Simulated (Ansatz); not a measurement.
Input and command of a calculation in Ansatz (plane waves; scalar-relativistic PAW potentials unless the input names others):

```yaml
crystal:
  lattice:
    - [2.6895239996, 0.0, 0.0]
    - [-1.3447619998, 2.3291961077, 0.0]
    - [0.0, 0.0, 4.2519209508]
  atoms:
    - { symbol: Ru, position: [0.4059064495, 0.7197938749, 0.25] }
    - { symbol: Ru, position: [0.5940935505, 0.2802061251, 0.75] }
basis:
  ecutwfc: 420
kpoints:
  mp_grid: { grid: [8, 8, 5] }
hamiltonian:
  xc: pbesol
scf:
  occupations: { method: gaussian, width: 0.15 }
  mixing: { algorithm: anderson, beta: 0.1 }
output:
  forces: true
  eigenvalues: true
  stress: true
```

```bash
ansatz run input.yaml --threads 2 --pin off --max-ram 5120MiB --backend cpu --events-out ev --progress --plain --runs-dir out
```

Abridged log:
```
Basis set: ecut = 420 eV, 537 PW (Γ), exchange–correlation on 36×36×60 points (8 copies of the dense FFT grid, shifted against one another)
Bands: 20, of which v1, the nominal top of the filled ones, is band 16 counted from 1 (15 counted from 0)
Symmetry: 4 space group operations
k-points: 102 of 320
SCF iter   1: F=—  HF=-11632.584797 eV  |F-HF|=—  |Δ(HF+E_count)|=         —  Δρ=1.18e-2  dr2=2.26e-2  ethr=1.77e-3  ⟨swp⟩=5.0  Hψ=8023  notcnv=0
SCF iter   2: F=—  HF=-11632.583689 eV  |F-HF|=—  |Δ(HF+E_count)|=   1.11e-3  Δρ=1.05e-2  dr2=1.76e-2  ethr=7.06e-5  ⟨swp⟩=1.8  Hψ=2979  notcnv=0  κ⁻¹=1.0e0(r=1)
SCF iter   3: F=—  HF=-11632.578911 eV  |F-HF|=—  |Δ(HF+E_count)|=   4.78e-3  Δρ=2.02e-3  dr2=3.13e-4  ethr=5.50e-5  ⟨swp⟩=2.9  Hψ=3549  notcnv=0  κ⁻¹=5.2e-5(r=2)
SCF iter   4: F=—  HF=-11632.578968 eV  |F-HF|=—  |Δ(HF+E_count)|=   5.70e-5  Δρ=1.78e-3  dr2=2.26e-4  ethr=9.77e-7  ⟨swp⟩=1.4  Hψ=2077  notcnv=0  κ⁻¹=4.7e-5(r=3)
SCF iter   5: F=—  HF=-11632.579164 eV  |F-HF|=—  |Δ(HF+E_count)|=   1.96e-4  Δρ=4.26e-4  dr2=1.36e-5  ethr=7.05e-7  ⟨swp⟩=2.4  Hψ=3670  notcnv=0  κ⁻¹=2.9e-7(r=4)
SCF iter   6: F=—  HF=-11632.579154 eV  |F-HF|=—  |Δ(HF+E_count)|=   1.02e-5  Δρ=1.49e-4  dr2=3.18e-6  ethr=4.24e-8  ⟨swp⟩=3.0  Hψ=3595  notcnv=0  κ⁻¹=8.7e-8(r=5)
SCF iter   7: F=—  HF=-11632.579153 eV  |F-HF|=—  |Δ(HF+E_count)|=   1.00e-6  Δρ=5.22e-5  dr2=1.88e-7  ethr=9.93e-9  ⟨swp⟩=2.6  Hψ=3395  notcnv=0  κ⁻¹=2.3e-8(r=6)
SCF iter   8: F=-11632.579153 eV  HF=-11632.579153 eV  |F-HF|=1.24e-8  |Δ(HF+E_count)|=   4.23e-8  Δρ=1.37e-5  dr2=2.38e-8  ethr=3.13e-10  ⟨swp⟩=4.4  Hψ=7515  notcnv=0
SCF 1 converged in 8 iterations: F = -11632.579153 eV  dr2 = 2.38e-8
SCF converged after 8 iterations
Stability not checked: this state was not tested for a lower state beside it, because the mixer in use, unlike msr1, does not test its closes by its own steps (another_mixer; see scf.mixing.algorithm and scf.lower_state_search)
Free energy (F): -11632.579153 eV
Harris-Foulkes:  -11632.579153 eV  (|F-HF|=1.24e-8)
Internal energy: -11632.557994 eV  (E = F + TS)
E sigma→0 (E₀):  -11632.568574 eV
Entropy (-TS):   -0.021159 eV (-10.580 meV/atom)
Fermi energy:    23.952614 eV
--- Forces (eV/Å), atoms counted from 1 ---
  atom   1  Ru    -1.91838887    -1.67220069     0.00000000
  atom   2  Ru     1.91838887     1.67220069     0.00000000
--- Stress (GPa, compression-positive) ---
       -4.490642      -6.897279       0.000000
       -6.897277       6.505419       0.000000
        0.000000       0.000000      14.218210
  P = ⅓ Tr σ = 5.4110 GPa (54.110 kbar)
```

Apart from outputs and empty bands, the input differs from a reference run on usual settings in scf.mixing.algorithm: not typed → "anderson"; scf.mixing.beta: not typed → 0.1; kpoints.mp_grid.grid: [24, 24, 14] → [8, 8, 5]. The reference, at the same geometry (not necessarily relaxed), gave pressure 5.69 GPa, largest force 2.496 eV/Å, no gap on the mesh. This run converged in 8 SCF iterations (reference: 6) with an energy at zero smearing 11.29 meV/atom below the reference's, pressure 5.41 GPa, largest force 2.545 eV/Å, no gap on the mesh. Its k mesh is looser than usual, and the result moved.

It took 6.2 s on 2 threads of AMD EPYC (Zen 3), on a shared host, peak memory 0.33 GiB.